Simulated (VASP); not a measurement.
Input:

```xyz
2
Lattice="0.0000 2.9514 2.9514 2.9514 0.0000 2.9514 2.9514 2.9514 0.0000" Properties=species:S:1:pos:R:3 pbc="T T T"
Li     0.0000     0.0000     0.0000
I      2.9514     2.9514     2.9514
```

Calculation: PBEsol GGA, VASP's PBE PAW potentials (set 64) (plane waves; VASP 6.6.1). Settings: 520 eV cut-off, 10×10×10 Γ-centred mesh, Gaussian smearing of 0.010 eV, potentials Li_sv I.

Problem. Predict the energy per atom (σ→0).

Solution. 
```
Item                           Result
---------------------  --------------
energy per atom (σ→0)  -3.078 eV/atom
```

Only differences to runs with the same potentials and settings are physical.

The compound is LiI in the rock salt structure. It was relaxed first, which changed the volume by -6 %.
